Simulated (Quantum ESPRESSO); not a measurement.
Crystal: Ti.

```
CELL_PARAMETERS angstrom
-1.64100 1.64100 1.64100
1.64100 -1.64100 1.64100
1.64100 1.64100 -1.64100
ATOMIC_POSITIONS crystal
Ti 0.00000 0.00000 0.00000
```

This isn't the form of Ti at room conditions, which is hcp.

A run of Quantum ESPRESSO 7.5 on this cell left the log below. Logs are shortened: lines on timing, memory, paths and dates and some standing lists are left out, and cuts for length are marked.

```text
This program is part of the open-source Quantum ESPRESSO suite
     for quantum simulation of materials; please cite
[... 6 lines left out ...]
     using ibrav=0 with symmetry is DISCOURAGED, use correct ibrav instead

     K-points division:     npool     =       2
     Subspace diagonalization in iterative solution of the eigenvalue problem:
     a serial algorithm will be used

     G-vector sticks info
     --------------------
     sticks:   dense  smooth     PW     G-vecs:    dense   smooth      PW
     Sum         905     451    151                16949     6051    1157

     Using Slab Decomposition

     bravais-lattice index     =            0
     lattice parameter (alat)  =       5.3712  a.u.
     unit-cell volume          =     119.2840 (a.u.)^3
     number of atoms/cell      =            1
     number of atomic types    =            1
     number of electrons       =        12.00
     number of Kohn-Sham states=           12
     kinetic-energy cutoff     =      52.0000  Ry
     charge density cutoff     =     414.0000  Ry
     scf convergence threshold =      2.0E-10
     mixing beta               =       0.5000
     number of iterations used =            8  plain     mixing
     energy convergence thresh.=      1.0E-05
     force convergence thresh. =      4.0E-04
     press convergence thresh. =      3.0E-01
     Exchange-correlation= SLA  PW   PSX  PSC
                           (   1   4  10   8   0   0   0)
     nstep                     =           40

     celldm(1)=   5.371160  celldm(2)=   0.000000  celldm(3)=   0.000000
     celldm(4)=   0.000000  celldm(5)=   0.000000  celldm(6)=   0.000000

     crystal axes: (cart. coord. in units of alat)
               a(1) = (  -0.577350   0.577350   0.577350 )
               a(2) = (   0.577350  -0.577350   0.577350 )
               a(3) = (   0.577350   0.577350  -0.577350 )

     reciprocal axes: (cart. coord. in units 2 pi/alat)
               b(1) = ( -0.000000  0.866025  0.866025 )
               b(2) = (  0.866025 -0.000000  0.866025 )
               b(3) = (  0.866025  0.866025  0.000000 )

     PseudoPot. # 1 for Ti read from file:
     ti_pbesol_v1.4.uspp.F.UPF
     Pseudo is Ultrasoft + core correction, Zval = 12.0
     Generated by new atomic code, or converted to UPF format
     Using radial grid of  851 points,  6 beta functions with:
[... 2145 lines left out ...]
     number of iterations used =            8  plain     mixing
     press convergence thresh. =      3.0E-01
     Exchange-correlation= SLA  PW   PSX  PSC
                           (   1   4  10   8   0   0   0)

     celldm(1)=   5.371160  celldm(2)=   0.000000  celldm(3)=   0.000000
     celldm(4)=   0.000000  celldm(5)=   0.000000  celldm(6)=   0.000000

     crystal axes: (cart. coord. in units of alat)
               a(1) = (  -0.556812   0.556812   0.556812 )
               a(2) = (   0.556812  -0.556812   0.556812 )
               a(3) = (   0.556812   0.556812  -0.556812 )

     reciprocal axes: (cart. coord. in units 2 pi/alat)
               b(1) = (  0.000000  0.897969  0.897969 )
               b(2) = (  0.897969  0.000000  0.897969 )
               b(3) = (  0.897969  0.897969  0.000000 )

     PseudoPot. # 1 for Ti read from file:
     ti_pbesol_v1.4.uspp.F.UPF
     Pseudo is Ultrasoft + core correction, Zval = 12.0
     Generated by new atomic code, or converted to UPF format
     Using radial grid of  851 points,  6 beta functions with:
                l(1) =   0
                l(2) =   0
                l(3) =   1
                l(4) =   1
                l(5) =   2
                l(6) =   2
     Q(r) pseudized with  6 coefficients,  rinner =    1.000   1.000   1.000
                                                       1.000   1.000

     atomic species   valence    mass     pseudopotential
     Ti               12.00    47.86700     Ti( 1.00)

     48 Sym. Ops., with inversion, found

   Cartesian axes

     site n.     atom                  positions (alat units)
         1        Ti     tau(   1) = (   0.0000000   0.0000000   0.0000000  )

     number of k points=    56  Fermi-Dirac smearing, width (Ry)=  0.0037
                       cart. coord. in units 2pi/alat
        k(    1) = (   0.0000000   0.0000000   0.0000000), wk =   0.0015026
        k(    2) = (   0.0816336   0.0816336   0.0000000), wk =   0.0180316
        k(    3) = (   0.1632672   0.1632672   0.0000000), wk =   0.0180316
        k(    4) = (   0.2449007   0.2449007   0.0000000), wk =   0.0180316
        k(    5) = (   0.3265343   0.3265343   0.0000000), wk =   0.0180316
        k(    6) = (   0.4081679   0.4081679   0.0000000), wk =   0.0180316
[... 48 lines left out ...]
        k(   55) = (  -0.8163358  -0.0816336  -0.0816336), wk =   0.0120210
        k(   56) = (  -0.0000000  -0.0000000   0.8163358), wk =   0.0090158

     Dense  grid:    15299 G-vectors     FFT dimensions: (  36,  36,  36)

     Smooth grid:     5425 G-vectors     FFT dimensions: (  24,  24,  24)

     Check: negative core charge=   -0.000005

     Initial potential from superposition of free atoms

     starting charge      11.0000, renormalised to      12.0000

     negative rho (up, down):  7.919E-04 0.000E+00
     Starting wfcs are   10 randomized atomic wfcs +    2 random wfcs

     Self-consistent Calculation

     iteration #  1     ecut=    52.00 Ry     beta= 0.50
     Davidson diagonalization with overlap
     ethr =  1.00E-06,  avg # of iterations = 11.6
[... 382 lines left out ...]
     negative rho (up, down):  3.596E-04 0.000E+00
          total   stress  (Ry/bohr**3)                   (kbar)     P=       49.94
   0.00033949  -0.00000000  -0.00000000           49.94       -0.00       -0.00
  -0.00000000   0.00033949  -0.00000000           -0.00       49.94       -0.00
  -0.00000000  -0.00000000   0.00033949           -0.00       -0.00       49.94

=------------------------------------------------------------------------------=
   JOB DONE.
=------------------------------------------------------------------------------=
```

Question: What input gives this log?

Answer: Relaxation of cell and atoms with PBEsol, no spin polarisation. The files as run (others can give the same):

pw.in
```
&CONTROL
  calculation = 'vc-relax'
  prefix = 'pwscf'
  outdir = './tmp'
  pseudo_dir = './pseudo'
  tprnfor = .true.
  tstress = .true.
  disk_io = 'low'
  nstep = 40
  forc_conv_thr = 0.0004
  etot_conv_thr = 1d-05
/
&SYSTEM
  ibrav = 0
  nat = 1
  ntyp = 1
  ecutwfc = 52
  ecutrho = 414
  nbnd = 12
  occupations = 'smearing'
  smearing = 'fd'
  degauss = 0.00367493
/
&ELECTRONS
  conv_thr = 2d-10
  electron_maxstep = 120
  mixing_beta = 0.5
/
&IONS
  ion_dynamics = 'bfgs'
/
&CELL
  cell_dynamics = 'bfgs'
  press = 50
  press_conv_thr = 0.3
/
ATOMIC_SPECIES
Ti    47.8670 ti_pbesol_v1.4.uspp.F.UPF
CELL_PARAMETERS bohr
  -3.1010405705    3.1010405705    3.1010405705
   3.1010405705   -3.1010405705    3.1010405705
   3.1010405705    3.1010405705   -3.1010405705
ATOMIC_POSITIONS bohr
Ti     0.0000000000    0.0000000000    0.0000000000
K_POINTS automatic
11 11 11 0 0 0
```

Potentials or basis: GBRV 1.5 PBEsol.
Command:
```console
$ OMP_NUM_THREADS=1 mpirun -n 2 pw.x -nk 2 -in pw.in > pw.out
```
